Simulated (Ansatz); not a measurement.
## Phases of CaSe at 7.1 GPa

Structure types of CaSe are relaxed in primitive cells with their symmetry kept at 7.1 GPa, on PAW files; LAPW relaxes the small cells further and takes the PAW cell for the others (marked *). The enthalpy is E + pV at zero temperature, without zero-point motion. Only the types listed were tried, and differences under about 5 meV/atom are mesh noise. The real phase may be another.

Level of theory: DFT with LDA, scalar-relativistic, in Ansatz 0.2.0; Fermi–Dirac smearing of 0.05 eV, no spin polarisation. LAPW: all electrons, basis error target 0.5 meV/atom; PAW: frozen-core files, cutoff 420 eV.

k meshes: rocksalt 12×12×12, CsCl 12×12×12, zincblende 11×11×11, anti NiAs 9×9×5, wurtzite 9×9×5.

The PAW files were made under PBE.

| start type | ends as | a, b, c (Å) | V (Å³/atom) | H − H(lowest), LAPW (meV/atom) |
| --- | --- | --- | --- | --- |
| rocksalt | rocksalt, Fm-3m | 5.600, 5.600, 5.600 | 21.95 | 0.0 |
| CsCl | CsCl, Pm-3m | 3.434, 3.434, 3.434 | 20.25 | 240.2 |
| zincblende | zincblende, F-43m | 6.122, 6.122, 6.122 | 28.68 | 699.4 |
| anti NiAs* | anti NiAs, P6_3/mmc | 3.826, 3.826, 6.977 | 22.12 | ? |
| wurtzite* | flat h-MgO, P6_3/mmc | 4.681, 4.681, 5.531 | 26.23 | ? |

Task: What belongs in the row "anti NiAs*", column "H − H(lowest), LAPW (meV/atom)"?

Result: 151.8.

Task: What belongs in the row "wurtzite*", column "H − H(lowest), LAPW (meV/atom)"?

Result: 386.7.

Task: Split the lead of rocksalt over anti NiAs into energy and pV.

Result: For anti NiAs less rocksalt: ΔE = +144.5 meV/atom, and p·ΔV = 7.1 GPa × +0.1651 Å³ × 6.242 meV/(GPa·Å³) = +7.3 meV/atom, together 151.8 meV/atom. rocksalt wins on both counts.
